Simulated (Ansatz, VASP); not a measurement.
# MoSeS (2H-MoSSe 3 layers, 2H (AA')) in two plane-wave programs, part 2 of 2

One calculation is typed for both programs; each brings its own data sets. How far apart do they land? The cell is taken from a series of runs on this material, whose earlier steps may have relaxed, scaled, displaced or heated it; both programs get it as it stands.

VASP 6.6.1 and Ansatz 0.2.0.

So far: Set-up; Ansatz: single point, PBE with D3(BJ); VASP: single point, PBE with D3(BJ).

### Step 3. VASP: single point, PBE with D3(BJ) (continued)

Level of this step: PBE with D3(BJ), no spin polarisation; plane waves and PAW (Se, Mo_sv, S) (VASP).

Numbers of over 12 decimals in the logs are rounded to 6 here.

From OUTCAR (step 3):

```text
ion  position               nearest neighbor table
   1  0.333  0.667  0.267-   4 2.52   4 2.52   4 2.52
   2  0.000  0.000  0.452-   5 2.52   5 2.52   5 2.52
   3  0.333  0.667  0.636-   6 2.52   6 2.52   6 2.52
   4  0.000  0.000  0.318-   7 2.41   7 2.41   7 2.41   1 2.52   1 2.52   1 2.52
   5  0.333  0.667  0.503-   8 2.41   8 2.41   8 2.41   2 2.52   2 2.52   2 2.52
   6  0.000  0.000  0.687-   9 2.41   9 2.41   9 2.41   3 2.52   3 2.52   3 2.52
   7  0.333  0.667  0.364-   4 2.41   4 2.41   4 2.41
   8  0.000  0.000  0.548-   5 2.41   5 2.41   5 2.41
   9  0.333  0.667  0.733-   6 2.41   6 2.41   6 2.41

  LATTYP: Found a hexagonal cell.
 ALAT       =     3.2137305482
 C/A-ratio  =    10.4741903196

 Subroutine GETGRP returns: Found  6 space group operations
 (whereof  6 operations were pure point group operations)

The static configuration has the point symmetry C_3v.

 Found     37 irreducible k-points:

   k-points           NKPTS =     37   k-points in BZ     NKDIM =     37   number of bands    NBANDS=     48

   dimension x,y,z NGX =    24 NGY =   24 NGZ =  224
   dimension x,y,z NGXF=    48 NGYF=   48 NGZF=  448

   ENCUT  =  400.0 eV  29.40 Ry    5.42 a.u.   5.24  5.24 54.89*2*pi/ulx,y,z

   NELECT =      78.0000    total number of electrons

 k-points in reciprocal lattice and weights: Automatic mesh
   0.00000000  0.00000000  0.00000000       0.003
   0.05555556  0.00000000  0.00000000       0.019
   0.11111111  0.00000000  0.00000000       0.019
   0.16666667  0.00000000  0.00000000       0.019
   0.22222222  0.00000000  0.00000000       0.019
   0.27777778  0.00000000  0.00000000       0.019
   0.33333333  0.00000000  0.00000000       0.019
   0.38888889  0.00000000  0.00000000       0.019
   0.44444444  0.00000000  0.00000000       0.019
[...]
0.33333333  0.27777778  0.00000000       0.037
   0.33333333  0.33333333  0.00000000       0.006

 dipolmoment           0.000000      0.000000      0.096895 electrons x Angstroem

 average (electrostatic) potential at core
       1 -57.5058       2 -56.9147       3 -56.2941       4 -80.9215       5 -80.3094
       6 -79.6944       7 -90.6731       8 -90.0684       9 -89.4126

 E-fermi :   2.1113

 k-point     1 :       0.0000    0.0000    0.0000
  band No.  band energies     occupation
    ...
     35       0.6901      2.00000
     36       0.6901      2.00000
     37       1.0257      2.00000
     38       1.4581      2.00000
     39       2.0001      1.97330
     40       3.4627      0.00000
     41       3.4627      0.00000
     42       3.8309      0.00000
     43       3.8309      0.00000
     44       4.0682      0.00000
    ...

 k-point     2 :       0.0556    0.0000    0.0000
  band No.  band energies     occupation
    ...
     35       0.6243      2.00000
     36       0.6393      2.00000
     37       1.0543      2.00000
     38       1.4467      2.00000
     39       1.9425      1.99708
     40       3.3978      0.00000
     41       3.5107      0.00000
     42       3.6367      0.00000
     43       3.7927      0.00000
     44       4.0046      0.00000
    ...

 k-point     3 :       0.1111    0.0000    0.0000
  band No.  band energies     occupation
    ...
     35       0.4628      2.00000
     36       0.5710      2.00000
     37       0.9628      2.00000
     38       1.3847      2.00000
     39       1.7733      2.00000
     40       3.1530      0.00000
     41       3.3492      0.00000
     42       3.4902      0.00000
     43       3.8333      0.00000
     44       3.8437      0.00000
    ...

 Edisp (eV)   -3.73896

  Total      -0.23410    -0.23410    -0.17966     0.00000     0.00000     0.00000
  in kB      -1.24575    -1.24575    -0.95603     0.00000     0.00000     0.00000
  external pressure =       -1.15 kB  Pullay stress =        0.00 kB

  energy-cutoff  :      400.00
  volume of cell :      301.08
      direct lattice vectors                 reciprocal lattice vectors
     3.213730548  0.000000000  0.000000000     0.311164855  0.179651113  0.000000000
    -1.606865274  2.783172296  0.000000000     0.000000000  0.359302226  0.000000000
     0.000000000  0.000000000 33.661225398     0.000000000  0.000000000  0.029707772

 POSITION                                       TOTAL-FORCE (eV/Angst)
 -----------------------------------------------------------------------------------
     -0.00000      1.85545      9.00000        -0.000000      0.000000     -0.034784
      0.00000      0.00000     15.21175         0.000000     -0.000000     -0.033814
     -0.00000      1.85545     21.41831         0.000000     -0.000000     -0.037079
      0.00000      0.00000     10.70985         0.000000     -0.000000      0.038107
     -0.00000      1.85545     16.91981         0.000000      0.000000      0.035351
      0.00000      0.00000     23.12730        -0.000000     -0.000000      0.043973
     -0.00000      1.85545     12.24260         0.000000     -0.000000     -0.005621
      0.00000      0.00000     18.45159        -0.000000     -0.000000     -0.003076
     -0.00000      1.85545     24.66123        -0.000000     -0.000000     -0.003057
 -----------------------------------------------------------------------------------
    total drift:                                0.000000     -0.000001     -0.000035

  FREE ENERGIE OF THE ION-ELECTRON SYSTEM (eV)
  ---------------------------------------------------
  free  energy   TOTEN  =       -66.2388927922 eV

  energy  without entropy=      -66.2388422532  energy(sigma->0) =      -66.23886752

 vacuum level on the upper side and lower side of the slab         7.807         5.847

 total charge
# of ion       s       p       d       tot
------------------------------------------
    1        1.480   2.337   0.065   3.883
    2        1.483   2.334   0.067   3.885
    3        1.483   2.335   0.067   3.885
    4        2.283   6.206   3.955  12.444
    5        2.284   6.206   3.958  12.447
    6        2.283   6.206   3.954  12.443
    7        1.363   2.338   0.000   3.701
    8        1.363   2.337   0.000   3.701
    9        1.361   2.338   0.000   3.699
--------------------------------------------------
tot         15.384  32.636  12.067  60.087

[... 3 further parts left out ...]
```

This run has no spin polarisation, so a moment on Mo, if there is one, isn't seen.

### Step 4. Side by side

Known differences besides the potentials themselves: the data sets hold 108 valence electrons in Ansatz (on its default PAW (the set named soft_2) files) and 78 in VASP; the cutoff is 420 eV in Ansatz and 400 eV in VASP. Total energies have different zeros and are not compared.

Compared:

| quantity | Ansatz | VASP | difference |
| --- | --- | --- | --- |
| gap on the k mesh (eV) | 0.234 | 0.273 | -0.038 |

A gap on the mesh is an upper bound, since the band edges may lie between its points. With vacuum in the cell, a pressure given here is an average over mostly empty space and none of the material.

### Step 5. Summary of results

| Quantity | Value |
| --- | --- |
| difference in gap on the k mesh (single point, PBE with D3(BJ)) | -0.038 eV |

**Reading.** The difference in gap on the k mesh is -0.038 eV (single point, PBE with D3(BJ)), within the 0.08 eV picked in this series as the mark of a large difference. The data sets hold unlike numbers of valence electrons (108 in Ansatz and 78 in VASP), so part of the differences comes from the potentials. Such differences can come from data sets, numerical settings and the points named under the comparisons, not from the functional's error against experiment.

[Lines on the potential files, build, host, timing and source positions are cut from VASP's logs without a mark.]

[Logs are printed without paths, hosts, clocks, repeated set-up lines and the standing remarks that a program may print on its own settings, such as how far it seeks lower states.]

[Hosts, paths, dates, database ids (printed as entryN), source tags and the programs' standing remarks are cut or masked in the printed files.]
